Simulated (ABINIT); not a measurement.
A calculation with ABINIT 10.8.3 (patched build) of Si (native input, structure from a POSCAR):

run.abi

```
# Pseudopotentials
pp_dirpath "./"
pseudos "Si.GGA_PBE-JTH.xml"

# Structure
structure "poscar:POSCAR"
natom 1

# Plane-wave basis
ecut 15.0
pawecutdg 30.0
pawxcdev 0

# k points
kptopt 1
ngkpt 10 10 10
nshiftk 1
shiftk 0.0 0.0 0.0

# Exchange and correlation
ixc 11

# Bands and occupations
nband 6
occopt 3
tsmear 0.00183747

# SCF cycle
nstep 100
tolvrs 1.0e-9

# Output
iomode 3
prtwf 0
prtden 0
prteig 0
prtebands 0
```

The input POSCAR:

```
Si
1.0
    2.5321100000      0.0000000000      0.0000000000
    0.0000000000      2.5321100000      0.0000000000
    0.0000000000      0.0000000000      2.5321100000
Si
1
Direct
    0.5000000000      0.5000000000      0.5000000000  Si
```

Potentials or basis: JTH PAW PBE v2.0.

The run is started by

```bash
$ abinit run.abi > log 2>&1
```

The cell was built by a generator and needn't be a form met in nature.

**Question.** Write the same calculation in another form: ASE script, structure from a POSCAR.

**Answer.** As run:

The input run.py:

```python
import json, os
import numpy as np
from ase.units import GPa
from ase.calculators.abinit import Abinit, AbinitProfile
from ase.io import read

atoms = read('POSCAR')

profile = AbinitProfile(command='abinit', pp_paths=[os.path.abspath('pseudos')])
params = dict(
    pps='pawxml', xc='PBE',
    ecut=408.1708,
    pawecutdg=816.3416,
    pawxcdev=0,
    kptopt=1,
    ngkpt=[10, 10, 10],
    nshiftk=1,
    shiftk=[0.0, 0.0, 0.0],
    ixc=11,
    nband=6,
    occopt=3,
    tsmear=0.05,
    nstep=100,
    tolvrs=1e-09,
    prtwf=0,
    prtden=0,
)

atoms.calc = Abinit(profile=profile, directory='run', **params)
energy = atoms.get_potential_energy()
forces = atoms.get_forces()
stress = atoms.get_stress()
print(f'energy {energy:.6f} eV')
print('forces (eV/A)')
print(np.round(forces, 5))
print('stress (GPa, Voigt, tension positive)', np.round(stress / GPa, 4))
json.dump(dict(energy=energy, forces=forces.tolist(), stress=stress.tolist(), cell=atoms.cell.tolist(), frac=atoms.get_scaled_positions(wrap=False).tolist()), open('results.json', 'w'))
```

File POSCAR:

```
Si
1.0
    2.5321100000      0.0000000000      0.0000000000
    0.0000000000      2.5321100000      0.0000000000
    0.0000000000      0.0000000000      2.5321100000
Si
1
Direct
    0.5000000000      0.5000000000      0.5000000000
```

Potentials or basis: JTH PAW PBE v2.0.

The run is started by

```console
$ python run.py
```

Both were run:

|  | native input, structure from a POSCAR | ASE script, structure from a POSCAR |
| --- | --- | --- |
| Pressure | 0.2 GPa | 0.2 GPa |
| Band gap on the k mesh | none (metal or under the smearing width) | none (metal or under the smearing width) |
| Valence electrons inside the program's atomic spheres | Si 1.52 (radii [1.0104] Å) | Si 1.52 (radii [1.0104] Å) |

Keys that steer only the numerical path or the files written may differ.
